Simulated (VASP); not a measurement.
# Te: equation of state with PBE+D3(BJ)

Te:

```xyz
3
Lattice="4.3187 0.0000 0.0000 -2.1594 3.7401 0.0000 0.0000 0.0000 5.9787" Properties=species:S:1:pos:R:3 pbc="T T T"
Te    1.5482    2.6815    5.9787
Te    3.7075    1.0586    3.9858
Te    1.2224    0.0000    1.9929
```

| Item | Value |
| --- | --- |
| Program | VASP 6.6.1 |
| Task | equation of state |
| Functional | PBE |
| Dispersion | D3(BJ) |
| Potentials or basis | VASP PAW PBE potentials, release 64 (Te) |
| Cutoff | 520 eV |
| k mesh | 6 × 6 × 4 |
| Occupations | gaussian, width 0.02 eV |
| Spin | no spin polarisation |

```json
{"Equilibrium volume": "32.20 Å³/atom", "Bulk modulus at fixed shape and positions": "54 GPa", "Pressure derivative of the bulk modulus": "4.7 (rough: it moves with the points fitted)"}
```

Energy against volume, from the lowest point:
| volume (Å³/atom) | energy (meV/atom) |
| --- | --- |
| 30.903 | 9.50 |
| 31.546 | 2.31 |
| 32.190 | 0.00 |
| 32.834 | 2.05 |
| 33.478 | 7.98 |

All runs of the series together: 2.8 min on 1 thread of Intel(R) Xeon(R) Platinum 8375C CPU @ 2.90GHz (Ice Lake), with other jobs on the host.

Caveat: the cell was scaled at fixed shape and fractional positions, which overstates the stiffness of a crystal with free parameters, most of all of layers and chains. The run has no spin-orbit coupling, so splittings on Te are missing.
